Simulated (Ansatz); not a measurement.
## An added F started as a split pair with a F atom in rocksalt LiF, 65 atoms, charge +1

All numbers come from Ansatz (PAW, plane waves, no spin–orbit coupling) at the single k point (¼, ¼, ¼) without its symmetry partners. The atoms were relaxed with PBEsol in a fixed cell; other functionals are single points on those atoms unless said otherwise. The valence top and gap of the host come from its small cell on a dense mesh, with the band extrema sought between the mesh points, lined up by the mean potential, PBEsol gap 9.05 eV, HSE06 gap 11.54 eV, r²SCAN gap 10.20 eV. The charge correction uses an assumed dielectric constant of 9.0.

Cell: a = 8.015 Å, b = 8.015 Å, c = 8.015 Å, α = 90.00°, β = 90.00°, γ = 90.00°.

Nearest atoms after relaxation, from the placed atom (for vacancies from the middle of the vacant sites): F at 1.62 Å, Li at 1.82 Å, Li at 1.83 Å, F at 2.00 Å, Li at 2.28 Å, Li at 2.30 Å, F at 2.56 Å, F at 2.56 Å.

Chemical potentials μ are those of reference phases of the elements at zero temperature by the same functional (the usual solids, diamond for C, grey Sn, and the molecules H2, N2, O2, F2, Cl2, Br2 and S8).

```tsv
functional	E(defect) − E(host) − Σ nμ + q·E_VBM (eV)	monopole (eV)	alignment (eV)	formation energy at E_F = VBM (eV)	moment (μB)	wall time, shared host
PBEsol	1.09	0.28	0.01	1.38	0 (no spin)	9.6 s on NVIDIA H100 (relaxation)
HSE06	0.77	0.28	0.04	1.09	0 (no spin)	17 s on NVIDIA H100
r²SCAN	1.10	0.28	0.02	1.40	0 (no spin)	5.1 s on NVIDIA H100
```

How does the monopole term follow by hand for this cubic cell?

q²·α·e²/(4πε₀)/(2εL) with the Madelung constant α = 2.837 and e²/4πε₀ = 14.40 eV·Å: 1 × 2.837 × 14.40 / (2 × 9.0 × 8.015) = 0.28 eV.

HSE06 one-electron levels near the gap (the ten most localised at most), from the host's valence top, not corrected for the charge's images:

```
level (eV)  spin  filling  atoms sharing it  element of the atom with most weight
     -0.15  both     2.00              23.3                                spread
     -0.13  both     2.00              22.3                                spread
     -0.06  both     2.00              20.0                                spread
     -0.06  both     2.00              24.9                                spread
     -0.03  both     2.00              22.8                                spread
      0.00  both     2.00              20.5                                spread
      0.06  both     2.00              19.0                                     F
      0.07  both     2.00              24.5                                spread
      0.12  both     2.00              25.5                                spread
      2.69  both     0.00               3.3                                     F
```

r²SCAN one-electron levels near the gap (the ten most localised at most), from the host's valence top, not corrected for the charge's images:

```
level (eV)  spin  filling  atoms sharing it  element of the atom with most weight
     -0.11  both     2.00              23.0                                spread
     -0.10  both     2.00              24.0                                spread
     -0.05  both     2.00              15.1                                     F
     -0.03  both     2.00              20.4                                spread
      0.03  both     2.00              19.8                                spread
      0.07  both     2.00              20.5                                spread
      0.08  both     2.00              25.9                                spread
      0.14  both     2.00              25.9                                spread
      0.17  both     2.00              26.9                                spread
      1.37  both     0.00               3.5                                     F
```

All elements are taken at their own reference at once; growth conditions in equilibrium with the host shift these energies, by up to the host's formation enthalpy.

One k point and a cell of this size can leave errors of several tenths of an eV in such numbers.
